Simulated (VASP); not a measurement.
# Ge (Fd-3m) in VASP: a series of runs

One crystal, Ge, is run at these levels: PBE; tasks: relaxation of cell and atoms.

Program: VASP 6.6.1. These are calculated values, not measurements. Logs are shortened: lines on timing, memory, paths and dates and some standing lists are left out, and cuts for length are marked.

## (1) The structure

The structure is cubic, space group Fd-3m (No. 227). Conventional cell: a = 5.658 Å, b = 5.658 Å, c = 5.658 Å, α = 90.00°, β = 90.00°, γ = 90.00°. Ge (site symmetry -43m) has 4 Ge at 2.45 Å as nearest neighbours.

## (2) Relaxation of cell and atoms, PBE

INCAR

```
PREC = Accurate
ENCUT = 520
EDIFF = 1E-7
ISMEAR = 0
SIGMA = 0.02
LREAL = F
LASPH = T
NELM = 80
ALGO = Fast
ISIF = 3
LWAVE = F
LCHARG = F
GGA = PE
IBRION = 2
NSW = 80
EDIFFG = -0.002
AMIX = 0.2
```

KPOINTS

```
regular mesh
0
Gamma
  10 10 10
```

POSCAR

```
Ge
1.0
    0.0000000000      2.8289100000      2.8289100000
    2.8289100000      0.0000000000      2.8289100000
    2.8289100000      2.8289100000      0.0000000000
Ge
2
Direct
    0.0000000000      0.0000000000      0.0000000000
    0.2500000000      0.2500000000      0.2500000000
```

Potentials or basis: VASP PAW PBE potentials, release 64 (Ge_d).

Started as:

```console
$ cat potpaw_PBE.64/Ge_d/POTCAR > POTCAR
$ mpirun -np 1 vasp_std > vasp.out
```

OUTCAR:

```text
PREC = Accurate
   ENCUT = 520
   EDIFF = 1E-7
   ISMEAR = 0
   LREAL = F
   LASPH = T
   NELM = 80
   ISIF = 3
   GGA = PE
   IBRION = 2
   NSW = 80
   EDIFFG = -0.002
   AMIX = 0.2

 ion  position               nearest neighbor table
   1  0.000  0.000  0.000-   2 2.45   2 2.45   2 2.45   2 2.45
   2  0.250  0.250  0.250-   1 2.45   1 2.45   1 2.45   1 2.45

  LATTYP: Found a face centered cubic cell.
 ALAT       =     5.6578200000

  Lattice vectors:

 A1 = (   0.0000000000,   2.8289100000,   2.8289100000)
 A2 = (   2.8289100000,   0.0000000000,   2.8289100000)
 A3 = (   2.8289100000,   2.8289100000,   0.0000000000)

Analysis of symmetry for initial positions (statically):
=====================================================================
 Subroutine PRICEL returns:
 Original cell was already a primitive cell.

 Routine SETGRP: Setting up the symmetry group for a
 face centered cubic supercell.

 Subroutine GETGRP returns: Found 48 space group operations
 (whereof 24 operations were pure point group operations)
 out of a pool of 48 trial point group operations.

The static configuration has the point symmetry T_d .
 The point group associated with its full space group is O_h .

Analysis of symmetry for dynamics (positions and initial velocities):
=====================================================================
 Subroutine PRICEL returns:
 Original cell was already a primitive cell.

 Routine SETGRP: Setting up the symmetry group for a
 face centered cubic supercell.

 Subroutine GETGRP returns: Found 48 space group operations
 (whereof 24 operations were pure point group operations)
 out of a pool of 48 trial point group operations.

The dynamic configuration has the point symmetry T_d .
 The point group associated with its full space group is O_h .

 Subroutine INISYM returns: Found 48 space group operations
 (whereof 24 operations are pure point group operations),
 and found     1 'primitive' translations

----------------------------------------------------------------------------------------

                                     Primitive cell

  volume of cell :      45.2780

  direct lattice vectors                    reciprocal lattice vectors
     0.000000000  2.828910000  2.828910000    -0.176746521  0.176746521  0.176746521
     2.828910000  0.000000000  2.828910000     0.176746521 -0.176746521  0.176746521
     2.828910000  2.828910000  0.000000000     0.176746521  0.176746521 -0.176746521

  length of vectors
     4.000682889  4.000682889  4.000682889     0.306133954  0.306133954  0.306133954

  position of ions in fractional coordinates (direct lattice)
     0.000000000  0.000000000  0.000000000
     0.250000000  0.250000000  0.250000000

  ion indices of the primitive-cell ions
   primitive index   ion index
                 1           1
                 2           2

----------------------------------------------------------------------------------------

 KPOINTS: regular mesh

Automatic generation of k-mesh.
 Grid dimensions read from file:
 generate k-points for:   10   10   10

 Generating k-lattice:

  Cartesian coordinates                     Fractional coordinates (reciprocal lattice)
    -0.017674652  0.017674652  0.017674652     0.100000000  0.000000000  0.000000000
     0.017674652 -0.017674652  0.017674652     0.000000000  0.100000000  0.000000000
     0.017674652  0.017674652 -0.017674652     0.000000000  0.000000000  0.100000000

  Length of vectors
     0.030613395  0.030613395  0.030613395

  Shift w.r.t. Gamma in fractional coordinates (k-lattice)
     0.000000000  0.000000000  0.000000000

 Subroutine IBZKPT returns following result:
 ===========================================

 Found     47 irreducible k-points:

 Following reciprocal coordinates:
            Coordinates               Weight
  0.000000  0.000000  0.000000      1.000000
  0.100000  0.000000  0.000000      8.000000
  0.200000  0.000000  0.000000      8.000000
  0.300000  0.000000  0.000000      8.000000
  0.400000  0.000000  0.000000      8.000000
  0.500000  0.000000  0.000000      4.000000
[... 16 lines left out ...]
  0.300000  0.300000  0.000000      6.000000
  0.400000  0.300000  0.000000     24.000000
 [... further k-points ...]
   k-points           NKPTS =     47   k-points in BZ     NKDIM =     47   number of bands    NBANDS=     18
   number of dos      NEDOS =    301   number of ions     NIONS =      2
   total plane-waves  NPLWV =  27000
   dimension x,y,z NGX =    30 NGY =   30 NGZ =   30
   dimension x,y,z NGXF=    60 NGYF=   60 NGZF=   60
   ions per type =               2
   NGX,Y,Z   is equivalent  to a cutoff of  12.47, 12.47, 12.47 a.u.
   NGXF,Y,Z  is equivalent  to a cutoff of  24.93, 24.93, 24.93 a.u.
 SYSTEM =  unknown system
   PREC   = accura    normal or accurate (medium, high low for compatibility)
   ISTART =      0    job   : 0-new  1-cont  2-samecut
   ICHARG =      2    charge: 1-file 2-atom 10-const
   ISPIN  =      1    spin polarized calculation?
   LNONCOLLINEAR =      F non collinear calculations
   LSORBIT =      F    spin-orbit coupling
   LASPH  =      T    aspherical Exc in radial PAW
   ENCUT  =  520.0 eV  38.22 Ry    6.18 a.u.   7.44  7.44  7.44*2*pi/ulx,y,z
   NELM   =     80;   NELMIN=  2; NELMDL= -5     # of ELM steps
   EDIFF  = 0.1E-06   stopping-criterion for ELM
   LREAL  =      F    real-space projection
   EDIFFG = -.2E-02   stopping-criterion for IOM
   NSW    =     80    number of steps for IOM
   IBRION =      2    ionic relax: 0-MD 1-quasi-New 2-CG
   NFREE  =      1    steps in history (QN), initial steepest desc. (CG)
   ISIF   =      3    stress and relaxation
   ISYM   =      2    0-nonsym 1-usesym 2-fastsym
   POTIM  = 0.5000    time-step for ionic-motion
   TEBEG  =    0.0;   TEEND  =   0.0 temperature during run
   PSTRESS=    0.0 pullay stress
   NELECT =      28.0000    total number of electrons
   NUPDOWN=      -1.0000    fix difference up-down
   EMIN   =  10.00;   EMAX   =-10.00  energy-range for DOS
   EFERMI =   0.00;   METHOD = LEGACY
   ISMEAR =     0;   SIGMA  =   0.02  broadening in eV -4-tet -1-fermi 0-gaus
   EFERMI_NEDOS =   21; number of points for ismear=-14 and -15
   IALGO  =     68    algorithm
   IMIX   =      4    mixing-type and parameters
     AMIX     =   0.20;   BMIX     =  1.00
     AMIX_MAG =   0.80;   BMIX_MAG =  1.00
  volume/ion in A,a.u.               =      22.64       152.78
  Fermi-wavevector in a.u.,A,eV,Ry     =   1.394756  2.635708 26.468033  1.945346
  Thomas-Fermi vector in A             =   2.518275
   LORBIT       =      0    0 simple, 1 ext, 2 COOP (PROOUT), +10 PAW based schemes
   GGA     = PE    functional components
   LHFCALC =     F    Hartree Fock is set to
   AEXX    =    0.0000 exact exchange contribution
   IVDW    =     0    specifies the selected vdW correction
   LEPSILON=     F    determine dielectric tensor
   LRPA    =     F    only Hartree local field effects (RPA)
 conjugate gradient relaxation of ions
 non-spin polarized calculation
 RMM-DIIS sequential band-by-band and
 Gauss-broadening in eV      SIGMA  =   0.02
  energy-cutoff  :      520.00
  volume of cell :       45.28
 maximum number of plane-waves:      1243
 NGX is ok and might be reduce to    30
   NGX = 15   NGY = 15   NGZ = 15

--------------------------------------- Ionic step        1  -------------------------------------------

 number of electron      28.0000022 magnetization

 Free energy of the ion-electron system (eV)
  ---------------------------------------------------
  ext. energy  EPLUGINS =         0.00000000
  ---------------------------------------------------
  free energy    TOTEN  =        -9.00660518 eV

  energy without entropy =       -9.00658732  energy(sigma->0) =       -9.00659625

 E-fermi :   5.0144     XC(G=0):  -9.9243

 val. band max:        4.9925888105   @ k =   0.0000   0.0000   0.0000
 cond. band min:       5.0270792308   @ k =   0.0000   0.0000   0.0000
 fundamental gap:      0.0344904203
 Fermi energy:         5.0143875490

 k-point     1 :       0.0000    0.0000    0.0000
  band No.  band energies     occupation
      1     -19.8228      2.00000
      2     -19.8228      2.00000
      3     -19.8228      2.00000
      4     -19.7867      2.00000
      5     -19.7867      2.00000
      6     -19.5761      2.00000
[... 481 lines left out ...]
      5     -19.7034      2.00000
      6     -19.6797      2.00000
[... 10 lines left out ...]
     17      11.6940      0.00000
     18      12.2348      0.00000

 [... further k-points ...]

------------------------ aborting loop because EDIFF is reached ----------------------------------------

  FORCE on cell =-STRESS in cart. coord.  units (eV):
  Direction    XX          YY          ZZ          XY          YZ          ZX
  --------------------------------------------------------------------------------------
  -------------------------------------------------------------------------------------
  Total        0.9927826      0.9927826      0.9927826      0.0000000      0.0000000      0.0000000
  in kB       35.1299366     35.1299366     35.1299366      0.0000000      0.0000000      0.0000000
  external PRESSURE =      35.1299366 kB  Pullay stress =       0.0000000 kB
[... 89 lines left out ...]
  FREE ENERGIE OF THE ION-ELECTRON SYSTEM (eV)
  ---------------------------------------------------
  free  energy   TOTEN  =        -9.0325528719 eV

  energy  without entropy=       -9.0325130688  energy(sigma->0) =       -9.03253297

[... ionic steps 4 to 8 ...]

--------------------------------------- Ionic step        9  -------------------------------------------

 number of electron      27.9999981 magnetization

------------------------ aborting loop because EDIFF is reached ----------------------------------------
[... 67 lines left out ...]
--------------------------------------- Ionic step       11  -------------------------------------------

 number of electron      27.9999980 magnetization

 Free energy of the ion-electron system (eV)
  ---------------------------------------------------
  ext. energy  EPLUGINS =         0.00000000
  ---------------------------------------------------
  free energy    TOTEN  =        -9.03255101 eV

  energy without entropy =       -9.03250826  energy(sigma->0) =       -9.03252963

 E-fermi :   4.4946     XC(G=0):  -9.6752

 val. band max:        4.4906113289   @ k =   0.0000   0.0000   0.0000
 cond. band min:       4.5189559159   @ k =   0.5000   0.0000   0.0000
 fundamental gap:      0.0283445870
 Fermi energy:         4.4945676797

 k-point     1 :       0.0000    0.0000    0.0000
  band No.  band energies     occupation
      1     -20.2572      2.00000
      2     -20.2572      2.00000
      3     -20.2572      2.00000
      4     -20.2250      2.00000
      5     -20.2250      2.00000
      6     -20.0414      2.00000
[... 481 lines left out ...]
      5     -20.1520      2.00000
      6     -20.1328      2.00000
[... 10 lines left out ...]
     17      10.9234      0.00000
     18      11.4660      0.00000

 [... further k-points ...]

------------------------ aborting loop because EDIFF is reached ----------------------------------------

  FORCE on cell =-STRESS in cart. coord.  units (eV):
  Direction    XX          YY          ZZ          XY          YZ          ZX
  --------------------------------------------------------------------------------------
  -------------------------------------------------------------------------------------
  Total        0.0038562      0.0038562      0.0038562      0.0000000      0.0000000     -0.0000000
  in kB        0.1294113      0.1294113      0.1294113      0.0000000      0.0000000     -0.0000000
  external PRESSURE =       0.1294113 kB  Pullay stress =       0.0000000 kB
[... 17 lines left out ...]
  FREE ENERGIE OF THE ION-ELECTRON SYSTEM (eV)
  ---------------------------------------------------
  free  energy   TOTEN  =        -9.0325510085 eV

  energy  without entropy=       -9.0325082552  energy(sigma->0) =       -9.03252963

 reached required accuracy - stopping structural energy minimisation
```

It took 4 min on 1 thread of AMD EPYC 7R13 (Zen 3), shared host; peak memory 0.15 GiB.

Results:

* Free energy: -9.0326 eV
* Relaxed volume: 23.87 Å³/atom
* Relaxed cell: a = 4.072 Å, b = 4.072 Å, c = 4.072 Å, α = 60.00°, β = 60.00°, γ = 60.00°
* Space group after relaxing (to 0.05 Å): Fd-3m (No. 227)
* Energy gained by relaxing: 13.0 meV/atom
* Ionic steps: 11
* Pressure after relaxing: 0.0 GPa
* Band gap on the k mesh: none (metal or under the smearing width)

The path:
```
step  energy change (eV)  largest force (eV/Å)  pressure (GPa)  volume (Å³)
   1              0.0000                0.0000            3.51        45.28
   2             -0.0229                0.0000           -1.40        48.61
   3             -0.0259                0.0000            0.03        47.69
   4             -0.0259                0.0000           -0.08        47.74
   5             -0.0259                0.0000            0.13        47.67
   6             -0.0259                0.0000           -0.03        47.71
   7             -0.0259                0.0000            0.21        47.70
   8             -0.0259                0.0000           -0.09        47.70
   9             -0.0259                0.0000            0.10        47.70
  10             -0.0259                0.0000            0.14        47.70
  11             -0.0259                0.0000            0.01        47.74
```

Final structure:
```
CELL_PARAMETERS angstrom
0.00000 2.87931 2.87931
2.87931 0.00000 2.87931
2.87931 2.87931 0.00000
ATOMIC_POSITIONS crystal
Ge 0.00000 0.00000 0.00000
Ge 0.25000 0.25000 0.25000
```

Caveat: this crystal is a semiconductor, whose small gap the functional closes, so the metal is an error of the method. PBE usually gives volumes a little too large and moduli too small.

## (3) Relaxation of cell and atoms, PBE

This run uses another cell than the first one, of 23.87 Å³/atom, 1.054 times its volume.

INCAR is that of step 2.

KPOINTS is that of step 2.

POSCAR

```
Ge                                      
1.0
    0.0000000000      2.8793063780      2.8793063780
    2.8793063780      0.0000000000      2.8793063780
    2.8793063780      2.8793063780      0.0000000000
  Ge            
     2
Direct
     0.0000000000000000    0.0000000000000000    0.0000000000000000
     0.2500000000000000    0.2500000000000000    0.2500000000000000
```

Potentials or basis: VASP PAW PBE potentials, release 64 (Ge_d).

Started as:

```console
$ cat potpaw_PBE.64/Ge_d/POTCAR > POTCAR
$ mpirun -np 1 vasp_std > vasp.out
```

Run time: 93 s. Hardware: 1 thread of AMD EPYC 7R13 (Zen 3), shared host; peak memory 0.15 GiB.

Results (log left out):

| Item | Value |
| --- | --- |
| Free energy | -9.0336 eV |
| Energy gained by relaxing | 0.0 meV/atom |
| Ionic steps | 3 |
| Pressure after relaxing | 0.0 GPa |
| Band gap on the k mesh | none (metal or under the smearing width) |

Final structure:
```
CELL_PARAMETERS angstrom
0.00000 2.87924 2.87924
2.87924 0.00000 2.87924
2.87924 2.87924 0.00000
ATOMIC_POSITIONS crystal
Ge 0.00000 0.00000 0.00000
Ge 0.25000 0.25000 0.25000
```

Levels at points of the mesh, in eV from the Fermi level:
| k point | band 12 | band 13 | band 14 | band 15 | band 16 | band 17 |
| --- | --- | --- | --- | --- | --- | --- |
| (0.00, 0.00, 0.00) | -0.44 | 0.00 | 0.00 | 0.00 | 2.53 | 2.53 |
| (0.50, 0.00, 0.00) | -7.37 | -1.33 | -1.33 | 0.02 | 3.71 | 3.71 |
| (0.50, 0.50, 0.00) | -8.70 | -2.90 | -2.90 | 0.81 | 0.81 | 9.08 |

Caveat: this crystal is a semiconductor, whose small gap the functional closes, so the metal is an error of the method.
